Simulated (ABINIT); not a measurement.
# MoS2 (R3m) in ABINIT: reference runs, part 2 of 2

ABINIT 10.8.3 (patched build). The steps go on from the part before.

**3. Single point, PBE (atoms moved at random, drawn with an rms of 0.05 Å)**

Input file run.abi:

```
pp_dirpath "./"
pseudos "Mo.GGA_PBE-JTH.xml, S.GGA_PBE-JTH.xml"

acell 6.4149071181 6.4149071181 6.414907118 Angstrom
rprim
     0.2463013058     0.1422021252     0.9587044499
    -0.2463013058     0.1422021252     0.9587044499
     0.0000000000    -0.2844042504     0.9587044499
ntypat 2
znucl 42 16
natom 3
typat 1 2 2
xcart
     0.0192044551    -0.0152248978    -0.0229414641
    -0.1132680674    -0.0717183706    14.6337602800
    -0.0058073174    -0.0597877187     8.6728148065
chkprim 0
chksymtnons 0
tolsym 1.0e-6

ecut 20.0
pawecutdg 40.0

kptopt 1
ngkpt 10 10 10
nshiftk 1
shiftk 0.0 0.0 0.0

ixc 11

nband 17
occopt 3
tsmear 0.00183747

nstep 100
tolvrs 1.0e-9

iomode 3
prtwf 0
prteig 0
prtebands 0
prtden 1
prtvha 1
prtvclmb 1
prtpot 1
```

Potentials or basis: JTH PAW PBE v2.0.

The run is started by

```
$ abinit run.abi > log 2>&1
```

run.abo:

```text
.Version 10.8.3 of ABINIT
 Symmetries : space group P1 (#  1); Bravais aP (primitive triclinic)
================================================================================
 Values of the parameters that define the memory need of the present run
     intxc =       0    ionmov =       0      iscf =      17    lmnmax =      18
     lnmax =       6     mgfft =      50  mpssoang =       3    mqgrid =    3001
     natom =       3  nloc_mem =       2    nspden =       1   nspinor =       1
    nsppol =       1      nsym =       1    n1xccc =       1    ntypat =       2
    occopt =       3   xclevel =       2
       mpw =        1553          nfft =      125000          nkpt =         504
 PAW method is used; the additional fine FFT grid is defined by:
   mgfftf=        72    nfftf =    373248
================================================================================
================================================================================

--------------------------------------------------------------------------------
------------- Echo of variables that govern the present computation ------------
--------------------------------------------------------------------------------
 -outvars: echo values of preprocessed input variables --------
            acell      1.2122417576E+01  1.2122417576E+01  1.2122417576E+01 Bohr
              amu      9.59400000E+01  3.20660000E+01
          chkprim           0
      chksymtnons           0
             ecut      2.00000000E+01 Hartree
                       outvar_i_n : Printing only first  50 k-points.
              ixc          11
                       outvar_i_n : Printing only first  50 k-points.
         kptrlatt       10    0    0      0   10    0      0    0   10
          kptrlen      5.97153456E+01
            natom           3
            nband          17
            ngfft          50      50      50
          ngfftdg          72      72      72
             nkpt         504
            nstep         100
             nsym           1
           ntypat           2
                       prtocc : prtvol=0, do not print more k-points.
           occopt           3
        pawecutdg      4.00000000E+01 Hartree
         pawxcdev           0
        prtebands           0
           prteig           0
           prtpot           1
         prtvclmb           1
           prtvha           1
            prtwf           0
            rprim      2.4630130580E-01  1.4220212520E-01  9.5870444990E-01
                      -2.4630130580E-01  1.4220212520E-01  9.5870444990E-01
                       0.0000000000E+00 -2.8440425040E-01  9.5870444990E-01
          spgroup           1
           tolsym      1.00000000E-06
           tolvrs      1.00000000E-09
           tsmear      1.83747000E-03 Hartree
            typat      1  2  2
           useylm           1
                       outvars : Printing only first  50 k-points.
           xangst      1.0162559980E-02 -8.0566689486E-03 -1.2140099978E-02
                      -5.9938879950E-02 -3.7951727299E-02  7.7438524447E+00
                      -3.0731000225E-03 -3.1638298206E-02  4.5894559469E+00
            xcart      1.9204455100E-02 -1.5224897800E-02 -2.2941464100E-02
                      -1.1326806740E-01 -7.1718370600E-02  1.4633760280E+01
                      -5.8073174000E-03 -5.9787718700E-02  8.6728148065E+00
             xred      1.0859999993E-03 -5.3459999888E-03  2.2859999930E-03
                       3.9381899975E-01  4.3175499972E-01  4.3358899972E-01
                       2.4199799983E-01  2.4394299985E-01  2.6031199984E-01
            znucl       42.00000   16.00000

================================================================================

[... 116 lines left out ...]
 ------------------------------------------------
 Atom  Sphere_radius  Integrated_density
    1        2.20740         11.27285496
    2        1.90380          3.57955572
    3        1.90380          3.60517371

================================================================================

 ----iterations are completed or convergence reached----

 Mean square residual over all n,k,spin=   19.820E-13; max=  84.881E-10
 reduced coordinates (array xred) for    3 atoms
       0.001085999999     -0.005345999989      0.002285999993
       0.393818999748      0.431754999722      0.433588999719
       0.241997999834      0.243942999848      0.260311999835
 rms dE/dt=  1.3283E-01; max dE/dt=  1.5744E-01; dE/dt below (all hartree)
    1      -0.113607550579     -0.203715662026     -0.209882991595
    2       0.086270617093      0.157438000839      0.147301108472
    3       0.025852697716      0.044766855039      0.061142809565

 cartesian coordinates (angstrom) at end:
    1      0.01016255997984    -0.00805666894862    -0.01214009997823
    2     -0.05993887995044    -0.03795172729887     7.74385244473998
    3     -0.00307310002248    -0.03163829820646     4.58945594686837

 cartesian forces (hartree/bohr) at end:
    1     -0.01508812413197    -0.00990831703816     0.01507877312976
    2      0.01191925456669     0.00491681600400    -0.01125721304107
    3      0.00316886956528     0.00499150103416    -0.00382156008869
 frms,max,avg= 9.9762236E-03 1.5088124E-02  -1.483E-06  3.767E-06  4.239E-05 h/b

 cartesian forces (eV/Angstrom) at end:
    1     -0.77586253773163    -0.50950614765854     0.77538168986464
    2      0.61291271301170     0.25283284449772    -0.57886916898597
    3      0.16294982471994     0.25667330316082    -0.19651252087867
 frms,max,avg= 5.1299804E-01 7.7586254E-01  -7.627E-05  1.937E-04  2.180E-03 e/A
 length scales= 12.122417576345 12.122417576345 12.122417576156 bohr
              =  6.414907118100  6.414907118100  6.414907118000 angstroms
 Fermi (or HOMO) energy (hartree) =   0.32449   Average Vxc (hartree)=  -0.39788
 Eigenvalues (hartree) for nkpt= 504  k points:
 kpt#   1, nband= 17, wtk=  0.00100, kpt=  0.0000  0.0000  0.0000 (reduced coord)
  -1.95089   -1.00084   -0.99233   -0.99193   -0.24018   -0.17956    0.05731    0.19094
   0.19477    0.22559    0.24098    0.26057    0.27125    0.37605    0.39226    0.39773
   0.40332
      occupation numbers for kpt#   1
   2.00000    2.00000    2.00000    2.00000    2.00000    2.00000    2.00000    2.00000
   2.00000    2.00000    2.00000    2.00000    2.00000    0.00000    0.00000    0.00000
   0.00000
 prteigrs : prtvol=0 or 1, do not print more k-points.

--- !EnergyTerms
iteration_state     : {dtset: 1, }
comment             : Components of total free energy in Hartree
kinetic             :  1.86054488517268E+01
hartree             :  2.80256461104401E+01
xc                  : -1.12796243579975E+01
Ewald energy        : -6.04478178708589E+01
psp_core            :  2.47587188566273E+00
local_psp           : -7.96620253073297E+01
PAW spherical_terms :  1.26957566623759E+01
internal            : -8.95867440259807E+01
'-kT*entropy'       : -4.65549827327063E-08
total_energy        : -8.95867440725357E+01
total_energy_eV     : -2.43777949547762E+03
...

--- !EnergyTermsDC
iteration_state     : {dtset: 1, }
comment             : '"Double-counting" decomposition of free energy'
band_energy         : -8.08490702167498E+00
Ewald energy        : -6.04478178708589E+01
psp_core            :  2.47587188566273E+00
xc_dc               : -2.66414981456562E+01
PAW spherical_terms :  3.11160700827405E+00
internal            : -8.95867441442533E+01
'-kT*entropy'       : -4.65549827327063E-08
total_energy_dc     : -8.95867441908083E+01
total_energy_dc_eV  : -2.43777949869598E+03
...

--- !EnergyTermsWithPAWCore
iteration_state     : {dtset: 1, }
comment             : 'Components of total free energy, including PAW core contributions'
Total energy        : -4.84750706586408E+03
Total energy DC     : -4.84750706598235E+03
Total energy (eV)   : -1.31907387099349E+05
Total energy DC (eV): -1.31907387102568E+05
...

 Cartesian components of stress tensor (hartree/bohr^3)
  sigma(1 1)= -6.99378886E-05  sigma(3 2)= -7.07303376E-07
  sigma(2 2)= -1.03840868E-04  sigma(3 1)= -7.08189590E-05
  sigma(3 3)= -3.26279214E-05  sigma(2 1)=  2.42518411E-05

-Cartesian components of stress tensor (GPa)         [Pressure=  2.0242E+00 GPa]
- sigma(1 1)= -2.05764372E+00  sigma(3 2)= -2.08095838E-02
- sigma(2 2)= -3.05510381E+00  sigma(3 1)= -2.08356571E+00
- sigma(3 3)= -9.59946589E-01  sigma(2 1)=  7.13513799E-01

== END DATASET(S) ==============================================================
================================================================================

 -outvars: echo values of variables after computation  --------
            acell      1.2122417576E+01  1.2122417576E+01  1.2122417576E+01 Bohr
           etotal     -8.9586744191E+01
            fcart     -1.5088124132E-02 -9.9083170382E-03  1.5078773130E-02
                       1.1919254567E-02  4.9168160040E-03 -1.1257213041E-02
                       3.1688695653E-03  4.9915010342E-03 -3.8215600887E-03
            rprim      2.4630130580E-01  1.4220212520E-01  9.5870444990E-01
                      -2.4630130580E-01  1.4220212520E-01  9.5870444990E-01
                       0.0000000000E+00 -2.8440425040E-01  9.5870444990E-01
           strten     -6.9937888649E-05 -1.0384086786E-04 -3.2627921394E-05
                      -7.0730337597E-07 -7.0818958998E-05  2.4251841099E-05
           xangst      1.0162559980E-02 -8.0566689486E-03 -1.2140099978E-02
                      -5.9938879950E-02 -3.7951727299E-02  7.7438524447E+00
                      -3.0731000225E-03 -3.1638298206E-02  4.5894559469E+00
             xred      1.0859999993E-03 -5.3459999888E-03  2.2859999930E-03
                       3.9381899975E-01  4.3175499972E-01  4.3358899972E-01
                       2.4199799983E-01  2.4394299985E-01  2.6031199984E-01
 Calculation completed.
```

Run time: 24 min. Hardware: 1 thread of Arm Neoverse V1, shared host; peak memory 0.63 GiB.

Results:

```
Free energy                                           : -2437.7795 eV
Pressure                                              : 2.0 GPa
Largest force                                         : 1.209 eV/Å
Band gap on the k mesh                                : 0.89 eV, indirect (least direct gap 1.91 eV)
Valence electrons inside the program's atomic spheres : Mo 11.27; S 3.58, 3.61
```

Forces in eV/Å, atoms in the order of the input:
```
Mo  -0.776 -0.510  0.775
S    0.613  0.253 -0.579
S    0.163  0.257 -0.197
```

Stress tensor (GPa, compression positive):
```
 2.06 -0.71  2.08
-0.71  3.06  0.02
 2.08  0.02  0.96
```

A k mesh can miss the band edges.
